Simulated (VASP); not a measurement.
# InSe (R3m) in VASP: further runs, part 2 of 2

VASP 6.6.1.

### Step 3. Relaxation of cell and atoms, rev-vdW-DF2

This run uses another cell than the first one, of 29.89 Å³/atom, 1.022 times its volume.

INCAR

```
SYSTEM = InSe
PREC = Accurate
ENCUT = 600
EDIFF = 1E-7
ISMEAR = 0
SIGMA = 0.03
LREAL = .False.
LASPH = .True.
NELM = 80
ALGO = Normal
ISIF = 3
LWAVE = .False.
LCHARG = .False.
GGA = MK
LUSE_VDW = .True.
AGGAC = 0.0
PARAM1 = 0.1234
PARAM2 = 0.711357
ZAB_VDW = -1.8867
IBRION = 2
NSW = 90
EDIFFG = -0.005
KPAR = 2
```

KPOINTS

```
Automatic mesh
0
Gamma
  8 8 8
  0 0 0
```

POSCAR

```
InSe                                    
1.0
    2.0295875177      1.1717828997      8.3786985374
   -2.0295875177      1.1717828997      8.3786985374
    0.0000000000     -2.3435657994      8.3786985374
  In              Se            
     2     2
Direct
     0.9998716526591347    0.9998716526591347    0.9998716526591347
     0.1115045272893419    0.1115045272893419    0.1115045272893419
     0.6152961350896623    0.6152961350896623    0.6152961350896623
     0.8293276849618659    0.8293276849618659    0.8293276849618659
```

Potentials or basis: VASP PAW PBE potentials, release 64 (In_d, Se).

The run is started by

```console
$ cat potpaw_PBE.64/In_d/POTCAR potpaw_PBE.64/Se/POTCAR > POTCAR
$ mpirun -np 2 vasp_std > vasp.out
```

OUTCAR:

```text
SYSTEM = InSe
   PREC = Accurate
   ENCUT = 600
   EDIFF = 1E-7
   ISMEAR = 0
   LREAL = .False.
   LASPH = .True.
   NELM = 80
   ISIF = 3
   GGA = MK
   IBRION = 2
   NSW = 90
   EDIFFG = -0.005

 ion  position               nearest neighbor table
   1  1.000  1.000  1.000-   3 2.67   3 2.67   3 2.67   2 2.81
   2  0.112  0.112  0.112-   4 2.67   4 2.67   4 2.67   1 2.81
   3  0.615  0.615  0.615-   1 2.67   1 2.67   1 2.67
   4  0.829  0.829  0.829-   2 2.67   2 2.67   2 2.67

  LATTYP: Found a trigonal (rhomboedric) cell.
 ALAT       =     8.7002810206
 COS(alpha) =     0.8911623889

  Lattice vectors:

 A1 = (   2.0295875177,   1.1717828997,   8.3786985374)
 A2 = (  -2.0295875177,   1.1717828997,   8.3786985374)
 A3 = (   0.0000000000,  -2.3435657994,   8.3786985374)

Analysis of symmetry for initial positions (statically):
=====================================================================
 Subroutine PRICEL returns:
 Original cell was already a primitive cell.

 Routine SETGRP: Setting up the symmetry group for a
 trigonal (rhombohedral) supercell.

 Subroutine GETGRP returns: Found  6 space group operations
 (whereof  6 operations were pure point group operations)
 out of a pool of 12 trial point group operations.

The static configuration has the point symmetry C_3v.

Analysis of symmetry for dynamics (positions and initial velocities):
=====================================================================
 Subroutine PRICEL returns:
 Original cell was already a primitive cell.

 Routine SETGRP: Setting up the symmetry group for a
 trigonal (rhombohedral) supercell.

 Subroutine GETGRP returns: Found  6 space group operations
 (whereof  6 operations were pure point group operations)
 out of a pool of 12 trial point group operations.

The dynamic configuration has the point symmetry C_3v.

 Subroutine INISYM returns: Found  6 space group operations
 (whereof  6 operations are pure point group operations),
 and found     1 'primitive' translations

----------------------------------------------------------------------------------------

                                     Primitive cell

  volume of cell :     119.5591

  direct lattice vectors                    reciprocal lattice vectors
     2.029587518  1.171782900  8.378698537     0.246355476  0.142233401  0.039783426
    -2.029587518  1.171782900  8.378698537    -0.246355476  0.142233401  0.039783426
     0.000000000 -2.343565799  8.378698537     0.000000000 -0.284466801  0.039783426

  length of vectors
     8.700281021  8.700281021  8.700281021     0.287235238  0.287235238  0.287235238

  position of ions in fractional coordinates (direct lattice)
     0.999871653  0.999871653  0.999871653
     0.111504527  0.111504527  0.111504527
     0.615296135  0.615296135  0.615296135
     0.829327685  0.829327685  0.829327685

  ion indices of the primitive-cell ions
   primitive index   ion index
                 1           1
                 2           2
                 3           3
                 4           4

----------------------------------------------------------------------------------------

 KPOINTS: Automatic mesh

[... 27 lines left out ...]
  0.375000  0.000000  0.000000      6.000000
  0.500000  0.000000  0.000000      3.000000
  0.125000  0.125000  0.000000      6.000000
[... 16 lines left out ...]
  0.250000  0.125000  0.125000      6.000000
  0.375000  0.125000  0.125000      6.000000
 [... further k-points ...]
   k-points           NKPTS =     65   k-points in BZ     NKDIM =     65   number of bands    NBANDS=     23
   number of dos      NEDOS =    301   number of ions     NIONS =      4
   total plane-waves  NPLWV = 343000
   dimension x,y,z NGX =    70 NGY =   70 NGZ =   70
   dimension x,y,z NGXF=   140 NGYF=  140 NGZF=  140
   ions per type =               2   2
   NGX,Y,Z   is equivalent  to a cutoff of  13.38, 13.38, 13.38 a.u.
   NGXF,Y,Z  is equivalent  to a cutoff of  26.75, 26.75, 26.75 a.u.
 SYSTEM =  InSe
   PREC   = accura    normal or accurate (medium, high low for compatibility)
   ISTART =      0    job   : 0-new  1-cont  2-samecut
   ICHARG =      2    charge: 1-file 2-atom 10-const
   ISPIN  =      1    spin polarized calculation?
   LNONCOLLINEAR =      F non collinear calculations
   LSORBIT =      F    spin-orbit coupling
   LASPH  =      T    aspherical Exc in radial PAW
   ENCUT  =  600.0 eV  44.10 Ry    6.64 a.u.  17.38 17.38 17.38*2*pi/ulx,y,z
   NELM   =     80;   NELMIN=  2; NELMDL= -5     # of ELM steps
   EDIFF  = 0.1E-06   stopping-criterion for ELM
   LREAL  =      F    real-space projection
   EDIFFG = -.5E-02   stopping-criterion for IOM
   NSW    =     90    number of steps for IOM
   IBRION =      2    ionic relax: 0-MD 1-quasi-New 2-CG
   NFREE  =      1    steps in history (QN), initial steepest desc. (CG)
   ISIF   =      3    stress and relaxation
   ISYM   =      2    0-nonsym 1-usesym 2-fastsym
   POTIM  = 0.5000    time-step for ionic-motion
   TEBEG  =    0.0;   TEEND  =   0.0 temperature during run
   PSTRESS=    0.0 pullay stress
   NELECT =      38.0000    total number of electrons
   NUPDOWN=      -1.0000    fix difference up-down
   EMIN   =  10.00;   EMAX   =-10.00  energy-range for DOS
   EFERMI =   0.00;   METHOD = LEGACY
   ISMEAR =     0;   SIGMA  =   0.03  broadening in eV -4-tet -1-fermi 0-gaus
   EFERMI_NEDOS =   21; number of points for ismear=-14 and -15
   IALGO  =     38    algorithm
   IMIX   =      4    mixing-type and parameters
     AMIX     =   0.40;   BMIX     =  1.00
     AMIX_MAG =   1.60;   BMIX_MAG =  1.00
  volume/ion in A,a.u.               =      29.89       201.71
  Fermi-wavevector in a.u.,A,eV,Ry     =   1.117228  2.111255 16.982768  1.248198
  Thomas-Fermi vector in A             =   2.253849
   LORBIT       =      0    0 simple, 1 ext, 2 COOP (PROOUT), +10 PAW based schemes
   GGA     = MK    functional components
   LHFCALC =     F    Hartree Fock is set to
   AEXX    =    0.0000 exact exchange contribution
   IVDW_NL    =     1    kernel type
   BPARAM     = 6.3000
   IVDW    =     0    specifies the selected vdW correction
   LEPSILON=     F    determine dielectric tensor
   LRPA    =     F    only Hartree local field effects (RPA)
 conjugate gradient relaxation of ions
 non-spin polarized calculation
 Gauss-broadening in eV      SIGMA  =   0.03
  energy-cutoff  :      600.00
  volume of cell :      119.56
 maximum number of plane-waves:      4012
 NGX is ok and might be reduce to    70
   NGX = 35   NGY = 35   NGZ = 35

 number of electron      38.0000001 magnetization

 Free energy of the ion-electron system (eV)
  ---------------------------------------------------
  ext. energy  EPLUGINS =         0.00000000
  ---------------------------------------------------
  free energy    TOTEN  =        -5.73186999 eV

  energy without entropy =       -5.73186990  energy(sigma->0) =       -5.73186994

 E-fermi :   3.9014     XC(G=0):  -8.9473

 val. band max:        3.8246238422   @ k =   0.5000   0.5000   0.5000
 cond. band min:       3.9781690601   @ k =   0.5000   0.5000   0.5000
 fundamental gap:      0.1535452179
 Fermi energy:         3.9013959972

 k-point     1 :       0.0000    0.0000    0.0000
  band No.  band energies     occupation
      1     -10.9799      2.00000
      2     -10.7977      2.00000
      3     -10.7977      2.00000
      4     -10.7153      2.00000
      5     -10.7153      2.00000
      6     -10.7098      2.00000
[... 613 lines left out ...]
     22       7.6791      0.00000
     23       7.8520      0.00000

 [... further k-points ...]

------------------------ aborting loop because EDIFF is reached ----------------------------------------

  FORCE on cell =-STRESS in cart. coord.  units (eV):
  Direction    XX          YY          ZZ          XY          YZ          ZX
  --------------------------------------------------------------------------------------
  -------------------------------------------------------------------------------------
  Total       -0.0138777     -0.0138777     -0.0082901      0.0000000      0.0000000      0.0000000
  in kB       -0.1859707     -0.1859707     -0.1110933      0.0000000      0.0000000      0.0000000
  external PRESSURE =      -0.1610116 kB  Pullay stress =       0.0000000 kB

 VOLUME and BASIS-vectors are now :
 -----------------------------------------------------------------------------
  energy-cutoff  :      600.00
  volume of cell :      119.56
      direct lattice vectors                 reciprocal lattice vectors
     2.029587518  1.171782900  8.378698537     0.246355476  0.142233401  0.039783426
    -2.029587518  1.171782900  8.378698537    -0.246355476  0.142233401  0.039783426
     0.000000000 -2.343565799  8.378698537     0.000000000 -0.284466801  0.039783426

 POSITION                                       TOTAL-FORCE (eV/Angst)
 -----------------------------------------------------------------------------------
      0.00000      0.00000     25.13287         0.000000     -0.000000     -0.000465
      0.00000      0.00000      2.80279         0.000000      0.000000      0.000076
      0.00000      0.00000     15.46614         0.000000      0.000000     -0.000572
      0.00000      0.00000     20.84606         0.000000      0.000000      0.000961
 -----------------------------------------------------------------------------------
    total drift:                               -0.000000     -0.000000     -0.000125

  FREE ENERGIE OF THE ION-ELECTRON SYSTEM (eV)
  ---------------------------------------------------
  free  energy   TOTEN  =        -5.7318699907 eV

  energy  without entropy=       -5.7318698961  energy(sigma->0) =       -5.73186994

Total vdW correction in eV:      6.7512296

 reached required accuracy - stopping structural energy minimisation
```

Run time: 9 min. Hardware: 2 MPI ranks of Intel Xeon 6975P-C (Granite Rapids), shared host; peak memory 2.2 GiB.

What came out:

* Free energy: -5.7319 eV
* Pressure after relaxing: 0.0 GPa
* Band gap on the k mesh: 0.15 eV, direct

Final structure:
```xyz
4
Lattice="2.0296 1.1718 8.3787 -2.0296 1.1718 8.3787 0.0000 -2.3436 8.3787" Properties=species:S:1:pos:R:3 pbc="T T T"
In    0.0000    0.0000   25.1329
In    0.0000    0.0000    2.8028
Se    0.0000    0.0000   15.4661
Se    0.0000    0.0000   20.8461
```

Caveat: the relaxation stopped at its first step, so nothing moved; the PAW data sets were made with another functional, which shifts forces and pressure a little; spin-orbit coupling is left out, which moves the levels of the heavy elements. A k mesh can miss the band edges.

### Step 4. Relaxation of cell and atoms, PBEsol

INCAR

```
SYSTEM = InSe
PREC = Accurate ; ENCUT = 600
EDIFF = 1E-6 ; ISMEAR = 0
SIGMA = 0.03 ; LREAL = .False.
LASPH = .True. ; NELM = 80
ALGO = Normal ; ISIF = 3
LWAVE = .False. ; LCHARG = .False.
GGA = PS ; IBRION = 2
NSW = 90 ; EDIFFG = -0.01
```

KPOINTS

```
regular mesh
0
Gamma
  8 8 8
  0 0 0
```

POSCAR

```
InSe
1.0
    2.0000000000      1.1547005384      8.4400000000
   -2.0000000000      1.1547005384      8.4400000000
    0.0000000000     -2.3094010768      8.4400000000
In Se
2 2
Direct
    0.0000000000      0.0000000000      0.0000000000
    0.1114000000      0.1114000000      0.1114000000
    0.6165000000      0.6165000000      0.6165000000
    0.8281000000      0.8281000000      0.8281000000
```

The run is started by

```console
$ cat potpaw_PBE.64/In_d/POTCAR potpaw_PBE.64/Se/POTCAR > POTCAR
$ mpirun -np 1 vasp_std > vasp.out
```

It took 39 min on 1 thread of Intel Xeon Platinum 8488C (Sapphire Rapids), shared host; peak memory 0.87 GiB.

The run converged. Its results:

- Free energy: -15.5986 eV
- Relaxed volume: 29.25 Å³/atom
- Relaxed cell: a = 8.707 Å, b = 8.707 Å, c = 8.707 Å, α = 26.64°, β = 26.64°, γ = 26.64°
- Space group after relaxing (to 0.05 Å): R3m (No. 160)
- Energy gained by relaxing: 1.7 meV/atom
- Ionic steps: 5
- Pressure after relaxing: 0.0 GPa
- Largest force after relaxing: 0.009 eV/Å
- Band gap on the k mesh: 0.32 eV, direct

Forces in eV/Å, atoms in the order of the input:
```
In   0.000  0.000  0.001
In   0.000  0.000 -0.005
Se   0.000  0.000  0.009
Se   0.000  0.000 -0.005
```

The path:
```csv
step,energy change (eV),largest force (eV/Å),pressure (GPa),volume (Å³)
1,0.0000,0.3203,0.25,116.95
2,-0.0058,0.0732,-0.34,117.72
3,-0.0062,0.0401,-0.23,117.56
4,-0.0068,0.0038,0.03,116.93
5,-0.0068,0.0088,0.01,117.02
```

Final structure:
```
In Se
1.0
     2.00612    1.15823    8.39347
    -2.00612    1.15823    8.39347
     0.00000   -2.31647    8.39347
In Se
2 2
Direct
  0.00053 0.00053 0.00053
  0.11082 0.11082 0.11082
  0.61642 0.61642 0.61642
  0.82823 0.82823 0.82823
```

Levels at points of the mesh, in eV from the valence-band top:
| k point | band 17 | band 18 | band 19 | band 20 | band 21 | band 22 |
| --- | --- | --- | --- | --- | --- | --- |
| (0.00, 0.00, 0.00) | -1.30 | -1.21 | -1.21 | 1.63 | 1.98 | 4.28 |
| (0.50, 0.00, 0.00) | -2.33 | -2.23 | -1.70 | 1.10 | 1.91 | 3.61 |
| (0.50, 0.50, 0.00) | -2.51 | -2.03 | -1.55 | 1.10 | 1.90 | 3.24 |
| (0.50, 0.50, 0.50) | -1.13 | -1.13 | 0.00 | 0.32 | 2.05 | 4.20 |

Caveat: the PAW data sets were made with another functional, which shifts forces and pressure a little; spin-orbit coupling is left out, which moves the levels of the heavy elements. A hybrid or GW would open this gap; PBEsol tends to underestimate it.
